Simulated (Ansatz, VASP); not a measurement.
**Ag: VASP beside Ansatz**

```
Ag
1.0
     2.62827    0.00000    0.00000
    -1.31414    2.27615    0.00000
     0.00000    0.00000    2.53292
Ag
1
Direct
  0.00000 0.00000 0.00000
```

Change from the starting cell: volume scaled by 0.78, LAPW.

Alike in both runs: task single point; functional PBE; k mesh 15 × 15 × 14; occupations fermi-dirac, width 0.08 eV; no spin polarisation.

```csv
,VASP,Ansatz
version,VASP 6.6.1,Ansatz 0.2.0
potentials or method,"VASP PAW PBE potentials, release 64 (Ag), cutoff 520 eV","all-electron LAPW, scalar-relativistic"
```

```csv
,VASP,Ansatz,Ansatz less VASP
pressure (GPa),38.1,38.6,+0.51
largest component of the traceless stress (GPa),0.08,0.01,-0.066
```

Ansatz ran all-electron here, so the differences hold the error of VASP's frozen core and of both bases.

Caveats: so large a pressure means that the cell lies far from this level's equilibrium, or that cutoff or potentials fall short (VASP).
